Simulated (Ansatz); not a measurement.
Input and command of a plane-wave DFT calculation in Ansatz:

```yaml
crystal:
  lattice:
    - [0.0, 1.9632606, 1.9632606]
    - [1.9632606, 0.0, 1.9632606]
    - [1.9632606, 1.9632606, 0.0]
  atoms:
    - { symbol: Al, position: [0.0, 0.0, 0.0] }
basis:
  ecutwfc: 420
kpoints:
  mp_grid: { grid: [20, 20, 20] }
hamiltonian:
  xc: pbe
scf:
  occupations: { method: gaussian, width: 0.15 }
output:
  forces: true
  stress: true
  eigenvalues: true
  write_density: true
  write_potential: true
  elf: true
  volumetric_format: npy
```

```bash
ansatz run input.yaml --threads 1 --pin off --max-ram 2560MiB --backend cpu --events-out ev --progress --plain --runs-dir out
```

Processor: Intel(R) Xeon(R) Platinum 8488C (Sapphire Rapids), 1 thread, on a host shared with other jobs.

Problem. How long does it run, and how much memory does it take?

Solution. About 1.4 s on 1 thread of Intel(R) Xeon(R) Platinum 8488C (Sapphire Rapids), on a shared host, peak memory 0.34 GiB. It solves 6 bands at 256 k points (the mesh reduced by symmetry) with about 307 plane waves, in 6 SCF iterations.
